The naive guess is that the more elaborate functionals leave less stress in a crystal. A GGA sees the electron density and its gradient; a meta-GGA also sees the kinetic-energy density, so it should judge the size of SnO₂ better. Here five functionals are given the same rigid rutile cell, with edges close to the measured ones. A positive pressure means that the functional wants a larger cell; nothing is squeezing the crystal from outside.

GPAW 26.7.0, plane-wave PAW DFT without spin polarisation or dispersion correction, for rutile SnO₂ (6-atom cell) with the cell and atomic positions held as given. The plane-wave cutoff is 800 eV, the k mesh 4 × 4 × 5 and the Fermi–Dirac smearing width 0.05 eV. Pressure and stress are positive in compression.

```csv
functional,potentials,pressure (GPa),stress xx (GPa),stress zz (GPa)
revPBE,GPAW-PAW-data-sets-(gpaw-data-1.2.1),12.980,12.080,14.770
AM05,PAW-data-sets-made-by gpaw-setup-for-the-functional,3.600,3.290,4.200
MS2,GPAW-PAW-data-sets-(gpaw-data-1.2.1),3.160,2.790,3.880
TASK,GPAW-PAW-data-sets-(gpaw-data-1.2.1),11.040,11.140,10.840
r4SCAN,GPAW-PAW-data-sets-(gpaw-data-1.2.1),1.540,1.380,1.860
```

The guess holds only in part: the two lowest rows are meta-GGAs, but the rung alone does not set the pressure. Among the GGAs the pressure runs from 3.6 GPa (AM05) to 13 GPa (revPBE), and among the meta-GGAs from 1.5 GPa (r4SCAN) to 11 GPa (TASK). The spread within each rung is thus more than 9 GPa, while the lowest members of the two rungs differ by only about 2 GPa. What a functional was built to do matters more here than how many ingredients it has.

**Why some push harder.** Theory offers a reason for the order, though no row isolates it. When atoms move apart, the density between them becomes thinner and more uneven. revPBE rewards strong relative gradients with extra exchange energy, so it gains by expanding the crystal. AM05 is built from the uniform electron gas and a model surface, which restrains this tendency in solids. MS2 and r4SCAN use the kinetic-energy density to tell kinds of bonding apart, whereas TASK uses it mainly to widen band gaps. TASK does give the widest gap of the five, 2.9 eV, but that aim puts no tight rein on the cell size.

**From pressure to size.** A stiff oxide turns a small disagreement about length into a large pressure. With a bulk modulus B of roughly 220 GPa, the relative change of an edge is about P/(3B), where P is the pressure. A handy rule follows: 1 GPa corresponds to about 0.15 % in length. For revPBE, 13/(3 × 220) gives 2 %, or nearer 2.4 % once the softening of the expanding crystal is included. The same disagreement in a softer crystal would show up as a lower pressure.

**Why the push is usually stronger along c.** Stress xx, equal to stress yy, acts along the two a edges, and stress zz acts along c. In rutile the SnO₆ octahedra share edges in chains along c, and this is the stiffest axis. A functional that wants every edge longer by the same fraction must therefore push harder along c. The stresses need not be equal for the wanted expansion to be equal.

The elastic constants C turn this into a number. If all edges are to grow by the same fraction e, then

stress xx = (C₁₁ + C₁₂ + C₁₃) e

stress zz = (2C₁₃ + C₃₃) e

and e cancels in the ratio. Rough recalled values for SnO₂ are C₁₁ = 260, C₁₂ = 180, C₁₃ = 160 and C₃₃ = 450 GPa. They give zz/xx = 770/600, or about 1.3.

For revPBE this ratio turns a stress xx of 12.1 GPa into an expected stress zz of 15.5 GPa; the calculation gave 14.8 GPa. No stress in the table was used to set the ratio. Across revPBE, AM05, MS2 and r4SCAN the typical miss is 0.4 GPa, against 1.5 GPa if the stresses along a and c are taken as equal. This fits four functionals that disagree mainly about the size of the crystal. It does not prove that they agree about its proportions, because the oxygen atoms were held fixed (see below).

**The irregular row.** TASK pushes slightly less along c than along a, and the equal-expansion model overshoots its stress zz by 3.5 GPa. Read through the same elastic constants, TASK wants about 2.2 % more length along a but only 0.8 % along c. Taken at face value, that is another shape as well as another size. But TASK also leaves the largest force on oxygen, so part of the overshoot may reflect where it wants the oxygen and not what c/a it wants. These runs do not decide between the two, and no row separates its exchange from its correlation.

The split between the axes is approximate in every row, because the oxygen atoms were held in place while the elastic constants describe a crystal whose atoms can adjust. The remaining force on oxygen runs from 0.05 eV/Å (r4SCAN) to 0.33 eV/Å (TASK) and does not follow the pressure: MS2 has 0.2 eV/Å against 0.28 eV/Å for revPBE, at about a quarter of the pressure. Letting oxygen move would lengthen one kind of Sn–O bond and shorten the other, and so shift stress between a and c. This was not computed, but it is expected to be of the order of a GPa in most rows. That is more than the 0.4 GPa miss, so the close agreement may be partly chance. The k mesh is also coarse, and neither it nor the cutoff was tested for convergence, so the small difference between AM05 and MS2 deserves no explanation. The meta-GGA rows carry some numerical noise: the shear stress xy, zero by symmetry, reaches 0.02 GPa in r4SCAN. The atomic data sets differ as well: AM05 has sets made for it, whereas GPAW normally runs meta-GGAs on sets made for PBE. How much this mismatch shifts the stresses was not tested.

**What zero would mean.** Zero pressure is not quite the mark of a perfect functional. Zero-point and thermal motion swell the real crystal with an outward push of roughly 1 GPa, which these calculations leave out. At the measured cell an ideal functional should therefore give a slightly negative pressure, and all five lie above that.

In a neighbouring series, where each functional relaxes its own cell, the stress would vanish and the disagreement would reappear as different edge lengths. That relaxed cell is the proper zero for a computed strain or elastic constant. Starting from the measured cell would build in 1.5 to 13 GPa that comes from the method. The printed analysis below gives the wanted expansion for each row.

Numerical output:

```
Stress pattern and other outputs:
     row  zz minus xx (GPa)  zz over xx  force on one O (eV/A)  gap (eV)
  revPBE               2.69       1.223                 0.2844     1.378
    AM05               0.91       1.277                 0.1705     1.269
     MS2               1.09       1.391                 0.1996      1.68
    TASK               -0.3      0.9731                   0.33     2.924
  r4SCAN               0.48       1.348                0.04793     1.925
Spread of pressure within the GGAs, revPBE less AM05 (GPa): 9.38
Spread of pressure within the meta-GGAs, TASK less r4SCAN (GPa): 9.5
Lowest GGA less lowest meta-GGA, AM05 less r4SCAN (GPa): 2.06
Pressure of revPBE over that of r4SCAN: 8.429
Expected zz over xx for equal expansion of all edges: 1.283
Test of the model:
     row  zz for equal expansion (GPa)  its miss (GPa)  miss if zz equals xx (GPa)
  revPBE                          15.5          0.7327                       -2.69
    AM05                         4.222         0.02217                       -0.91
     MS2                         3.581         -0.2995                       -1.09
    TASK                          14.3           3.456                         0.3
  r4SCAN                         1.771          -0.089                       -0.48
Rms miss of equal expansion, four rows without TASK (GPa): 0.3984
Rms miss of equal stress, four rows without TASK (GPa): 1.54
Estimated expansion still wanted:
     row  along a (%)  along c (%)  volume (%)
  revPBE        2.093        1.794        5.98
    AM05       0.5507       0.5417       1.643
     MS2       0.4324       0.5548       1.419
    TASK        2.233       0.8207       5.287
  r4SCAN       0.2203       0.2567      0.6973
Bulk modulus from the rough constants (GPa): 218.9
revPBE mean edge expansion with softening (%): 2.372
Rough outward push of zero-point and thermal motion (GPa): 1.21
```
